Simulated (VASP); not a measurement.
# MoS2 in VASP: notebook

Runs on MoS2. Level: PBE+D3(BJ). Tasks: single point.

Everything below comes from runs of VASP 6.6.1. Logs are shortened: lines on timing, memory, paths and dates and some standing lists are left out, and cuts for length are marked.

**1. Starting point**

The cell holds a sheet with vacuum, 6 atoms: a = 3.153 Å, b = 3.153 Å, c = 24.270 Å, α = 90.00°, β = 90.00°, γ = 120.00°.

The cell was built by a generator and needn't be a form met in nature.

**2. Single point, PBE+D3(BJ)**

Input file INCAR:

```
  ALGO = Normal
  EDIFF = 1E-7
  ENCUT = 520
  GGA = PE
  ISIF = 2
  ISMEAR = 0
  IVDW = 12
  LASPH = True
  LCHARG = False
  LREAL = False
  LWAVE = False
  NBANDS = 35
  NELM = 60
  PREC = Accurate
  SIGMA = 0.01
```

Input file KPOINTS:

```
k-points
0
Gamma
  12 12 1
```

Input file POSCAR:

```
MoS2
1.0
    3.1534258960      0.0000000000      0.0000000000
   -1.5767129480      2.7309469349      0.0000000000
    0.0000000000      0.0000000000     24.2700000000
S Mo
4 2
Direct
    0.0000000000      0.0000000000      0.3114080223
    0.0000000000      0.0000000000      0.4404438609
    0.3333333333      0.6666666667      0.5595759565
    0.3333333333      0.6666666667      0.6885999361
    0.3333333333      0.6666666667      0.3759669690
    0.6666666667      0.3333333333      0.6240052551
```

Potentials or basis: VASP PAW PBE potentials, release 64 (S, Mo_sv).

Started as:

```sh
cat potpaw_PBE.64/S/POTCAR potpaw_PBE.64/Mo_sv/POTCAR > POTCAR
mpirun -np 1 vasp_std > vasp.out
```

OUTCAR:

```text
EDIFF = 1E-7
   ENCUT = 520
   GGA = PE
   ISIF = 2
   ISMEAR = 0
   IVDW = 12
   LASPH = True
   LREAL = False
   NELM = 60
   PREC = Accurate
 IVDW          = 12

 ion  position               nearest neighbor table
   1  0.000  0.000  0.311-   5 2.40   5 2.40   5 2.40
   2  0.000  0.000  0.440-   5 2.40   5 2.40   5 2.40
   3  0.333  0.667  0.560-   6 2.40   6 2.40   6 2.40
   4  0.333  0.667  0.689-   6 2.40   6 2.40   6 2.40
   5  0.333  0.667  0.376-   2 2.40   2 2.40   2 2.40   1 2.40   1 2.40   1 2.40
   6  0.667  0.333  0.624-   3 2.40   3 2.40   3 2.40   4 2.40   4 2.40   4 2.40

  LATTYP: Found a hexagonal cell.
 ALAT       =     3.1534258960
 C/A-ratio  =     7.6963914170

  Lattice vectors:

 A1 = (   3.1534258960,   0.0000000000,   0.0000000000)
 A2 = (  -1.5767129480,   2.7309469349,   0.0000000000)
 A3 = (   0.0000000000,   0.0000000000,  24.2700000000)

Analysis of symmetry for initial positions (statically):
=====================================================================
 Subroutine PRICEL returns:
 Original cell was already a primitive cell.

 Routine SETGRP: Setting up the symmetry group for a
 hexagonal supercell.

 Subroutine GETGRP returns: Found  6 space group operations
 (whereof  6 operations were pure point group operations)
 out of a pool of 24 trial point group operations.

The static configuration has the point symmetry C_3v.

Analysis of symmetry for dynamics (positions and initial velocities):
=====================================================================
 Subroutine PRICEL returns:
 Original cell was already a primitive cell.

 Routine SETGRP: Setting up the symmetry group for a
 hexagonal supercell.

 Subroutine GETGRP returns: Found  6 space group operations
 (whereof  6 operations were pure point group operations)
 out of a pool of 24 trial point group operations.

The dynamic configuration has the point symmetry C_3v.

 Subroutine INISYM returns: Found  6 space group operations
 (whereof  6 operations are pure point group operations),
 and found     1 'primitive' translations

----------------------------------------------------------------------------------------

                                     Primitive cell

  volume of cell :     209.0093

  direct lattice vectors                    reciprocal lattice vectors
     3.153425896  0.000000000  0.000000000     0.317115427  0.183086677  0.000000000
    -1.576712948  2.730946935  0.000000000     0.000000000  0.366173354  0.000000000
     0.000000000  0.000000000 24.270000000     0.000000000  0.000000000  0.041203131

  length of vectors
     3.153425896  3.153425896 24.270000000     0.366173354  0.366173354  0.041203131

  position of ions in fractional coordinates (direct lattice)
     0.000000000  0.000000000  0.311408022
     0.000000000  0.000000000  0.440443861
     0.333333333  0.666666667  0.559575956
     0.333333333  0.666666667  0.688599936
     0.333333333  0.666666667  0.375966969
     0.666666667  0.333333333  0.624005255

  ion indices of the primitive-cell ions
   primitive index   ion index
                 1           1
                 2           2
                 3           3
                 4           4
                 5           5
                 6           6

----------------------------------------------------------------------------------------

 KPOINTS: k-points

Automatic generation of k-mesh.
 Grid dimensions read from file:
 generate k-points for:   12   12    1

 Generating k-lattice:

  Cartesian coordinates                     Fractional coordinates (reciprocal lattice)
     0.026426286  0.015257223  0.000000000     0.083333333  0.000000000  0.000000000
     0.000000000  0.030514446  0.000000000     0.000000000  0.083333333  0.000000000
     0.000000000  0.000000000  0.041203131     0.000000000  0.000000000  1.000000000

  Length of vectors
     0.030514446  0.030514446  0.041203131

  Shift w.r.t. Gamma in fractional coordinates (k-lattice)
     0.000000000  0.000000000  0.000000000

 Subroutine IBZKPT returns following result:
 ===========================================

 Found     19 irreducible k-points:

 Following reciprocal coordinates:
            Coordinates               Weight
  0.000000  0.000000  0.000000      1.000000
  0.083333  0.000000  0.000000      6.000000
  0.166667  0.000000  0.000000      6.000000
  0.250000  0.000000  0.000000      6.000000
  0.333333  0.000000  0.000000      6.000000
  0.416667  0.000000  0.000000      6.000000
[... 11 lines left out ...]
  0.333333  0.250000  0.000000     12.000000
  0.333333  0.333333  0.000000      2.000000
   k-points           NKPTS =     19   k-points in BZ     NKDIM =     19   number of bands    NBANDS=     35
   number of dos      NEDOS =    301   number of ions     NIONS =      6
   total plane-waves  NPLWV = 110592
   dimension x,y,z NGX =    24 NGY =   24 NGZ =  192
   dimension x,y,z NGXF=    48 NGYF=   48 NGZF=  384
   ions per type =               4   2
   NGX,Y,Z   is equivalent  to a cutoff of  12.65, 12.65, 13.15 a.u.
   NGXF,Y,Z  is equivalent  to a cutoff of  25.31, 25.31, 26.30 a.u.
 SYSTEM =  unknown system
   PREC   = accura    normal or accurate (medium, high low for compatibility)
   ISTART =      0    job   : 0-new  1-cont  2-samecut
   ICHARG =      2    charge: 1-file 2-atom 10-const
   ISPIN  =      1    spin polarized calculation?
   LNONCOLLINEAR =      F non collinear calculations
   LSORBIT =      F    spin-orbit coupling
   LASPH  =      T    aspherical Exc in radial PAW
   ENCUT  =  520.0 eV  38.22 Ry    6.18 a.u.   5.86  5.86 45.13*2*pi/ulx,y,z
   NELM   =     60;   NELMIN=  2; NELMDL= -5     # of ELM steps
   EDIFF  = 0.1E-06   stopping-criterion for ELM
   LREAL  =      F    real-space projection
   EDIFFG = 0.1E-05   stopping-criterion for IOM
   NSW    =      0    number of steps for IOM
   IBRION =     -1    ionic relax: 0-MD 1-quasi-New 2-CG
   NFREE  =      0    steps in history (QN), initial steepest desc. (CG)
   ISIF   =      2    stress and relaxation
   ISYM   =      2    0-nonsym 1-usesym 2-fastsym
   POTIM  = 0.5000    time-step for ionic-motion
   TEBEG  =    0.0;   TEEND  =   0.0 temperature during run
   PSTRESS=    0.0 pullay stress
   NELECT =      52.0000    total number of electrons
   NUPDOWN=      -1.0000    fix difference up-down
   EMIN   =  10.00;   EMAX   =-10.00  energy-range for DOS
   EFERMI =   0.00;   METHOD = LEGACY
   ISMEAR =     0;   SIGMA  =   0.01  broadening in eV -4-tet -1-fermi 0-gaus
   EFERMI_NEDOS =   21; number of points for ismear=-14 and -15
   IALGO  =     38    algorithm
   IMIX   =      4    mixing-type and parameters
     AMIX     =   0.40;   BMIX     =  1.00
     AMIX_MAG =   1.60;   BMIX_MAG =  1.00
  volume/ion in A,a.u.               =      34.83       235.08
  Fermi-wavevector in a.u.,A,eV,Ry     =   1.029645  1.945746 14.424464  1.060168
  Thomas-Fermi vector in A             =   2.163703
   LORBIT       =      0    0 simple, 1 ext, 2 COOP (PROOUT), +10 PAW based schemes
   GGA     = PE    functional components
   LHFCALC =     F    Hartree Fock is set to
   AEXX    =    0.0000 exact exchange contribution
   IVDW    =    12    specifies the selected vdW correction
   LEPSILON=     F    determine dielectric tensor
   LRPA    =     F    only Hartree local field effects (RPA)
 non-spin polarized calculation
 Gauss-broadening in eV      SIGMA  =   0.01
  energy-cutoff  :      520.00
  volume of cell :      209.01
 maximum number of plane-waves:      5656
 NGX is ok and might be reduce to    24
   NGX = 11   NGY = 11   NGZ = 91

 number of electron      51.9999998 magnetization

 Free energy of the ion-electron system (eV)
  ---------------------------------------------------
  ext. energy  EPLUGINS =         0.00000000
  ---------------------------------------------------
  free energy    TOTEN  =       -43.61509375 eV

  energy without entropy =      -43.61509375  energy(sigma->0) =      -43.61509375

 E-fermi :   1.2664     XC(G=0):  -5.9124

 val. band max:        1.1574179128   @ k =   0.0000   0.0000   0.0000
 cond. band min:       2.3681933197   @ k =   0.3333   0.3333   0.0000
 fundamental gap:      1.2107754069
 Fermi energy:         1.2663942306

 k-point     1 :       0.0000    0.0000    0.0000
  band No.  band energies     occupation
      1     -60.2399      2.00000
      2     -60.1693      2.00000
      3     -34.4020      2.00000
      4     -34.3315      2.00000
      5     -34.1622      2.00000
      6     -34.1622      2.00000
[... 27 lines left out ...]
     34       3.7483      0.00000
     35       6.0373      0.00000

 k-point     2 :       0.0833    0.0000    0.0000
  band No.  band energies     occupation
      1     -60.2370      2.00000
      2     -60.1665      2.00000
      3     -34.3965      2.00000
      4     -34.3260      2.00000
      5     -34.1903      2.00000
      6     -34.1686      2.00000
[... 27 lines left out ...]
     34       3.7086      0.00000
     35       6.1969      0.00000

 k-point     3 :       0.1667    0.0000    0.0000
  band No.  band energies     occupation
      1     -60.2293      2.00000
      2     -60.1587      2.00000
      3     -34.3814      2.00000
      4     -34.3109      2.00000
      5     -34.2664      2.00000
      6     -34.1960      2.00000
[... 27 lines left out ...]
     34       4.1220      0.00000
     35       6.6120      0.00000
[... 533 lines left out ...]
 k-point    18 :       0.3333    0.2500    0.0000
  band No.  band energies     occupation
      1     -60.1936      2.00000
      2     -60.1230      2.00000
      3     -34.4994      2.00000
      4     -34.4291      2.00000
      5     -34.3749      2.00000
      6     -34.3117      2.00000
[... 27 lines left out ...]
     34       5.5307      0.00000
     35       7.5164      0.00000

 k-point    19 :       0.3333    0.3333    0.0000
  band No.  band energies     occupation
      1     -60.1922      2.00000
      2     -60.1216      2.00000
      3     -34.4687      2.00000
      4     -34.4228      2.00000
      5     -34.3983      2.00000
      6     -34.3524      2.00000
[... 27 lines left out ...]
     34       5.6462      0.00000
     35       7.5084      0.00000

------------------------ aborting loop because EDIFF is reached ----------------------------------------

 Edisp (eV)   -2.26153

 E8    (eV) :    -0.9440

  FORCE on cell =-STRESS in cart. coord.  units (eV):
  Direction    XX          YY          ZZ          XY          YZ          ZX
  --------------------------------------------------------------------------------------
  -------------------------------------------------------------------------------------
  Total      -0.07314    -0.07314    -0.13077    -0.00000     0.00000     0.00000
  in kB      -0.56069    -0.56069    -1.00242    -0.00000     0.00000     0.00000
  external pressure =       -0.71 kB  Pullay stress =        0.00 kB

 VOLUME and BASIS-vectors are now :
 -----------------------------------------------------------------------------
  energy-cutoff  :      520.00
  volume of cell :      209.01
      direct lattice vectors                 reciprocal lattice vectors
     3.153425896  0.000000000  0.000000000     0.317115427  0.183086677  0.000000000
    -1.576712948  2.730946935  0.000000000     0.000000000  0.366173354  0.000000000
     0.000000000  0.000000000 24.270000000     0.000000000  0.000000000  0.041203131

 POSITION                                       TOTAL-FORCE (eV/Angst)
 -----------------------------------------------------------------------------------
      0.00000      0.00000      7.55787        -0.000000     -0.000000      0.012194
      0.00000      0.00000     10.68957        -0.000000     -0.000000     -0.013037
     -0.00000      1.82063     13.58091        -0.000000     -0.000000      0.012563
     -0.00000      1.82063     16.71232        -0.000000     -0.000000     -0.012329
     -0.00000      1.82063      9.12472        -0.000000      0.000000     -0.000518
      1.57671      0.91032     15.14461         0.000000     -0.000000      0.001127
 -----------------------------------------------------------------------------------
    total drift:                                0.000000     -0.000000      0.000006

  FREE ENERGIE OF THE ION-ELECTRON SYSTEM (eV)
  ---------------------------------------------------
  free  energy   TOTEN  =       -45.8766233262 eV

  energy  without entropy=      -45.8766233262  energy(sigma->0) =      -45.87662333
```

Wall time 6.1 min (1 thread of Intel Xeon Platinum 8488C (Sapphire Rapids), shared host); peak memory 0.38 GiB.

What came out:

* Free energy: -45.8766 eV
* Largest force: 0.013 eV/Å
* Band gap on the k mesh: 1.21 eV, indirect (least direct gap 1.70 eV)
* Dispersion energy per atom: -0.377 eV

Forces on the atoms (eV/Å):
```
S    0.000  0.000  0.012
S    0.000  0.000 -0.013
S    0.000  0.000  0.013
S    0.000  0.000 -0.012
Mo   0.000  0.000 -0.001
Mo   0.000  0.000  0.001
```

Levels at points of the mesh, in eV from the valence-band top:
| k point | band 24 | band 25 | band 26 | band 27 | band 28 | band 29 |
| --- | --- | --- | --- | --- | --- | --- |
| (0.00, 0.00, 0.00) | -1.81 | -0.81 | 0.00 | 2.24 | 2.24 | 2.33 |
| (0.50, 0.00, 0.00) | -1.39 | -1.25 | -1.13 | 1.78 | 1.86 | 2.25 |

(Part 1 of 2 ends here.)
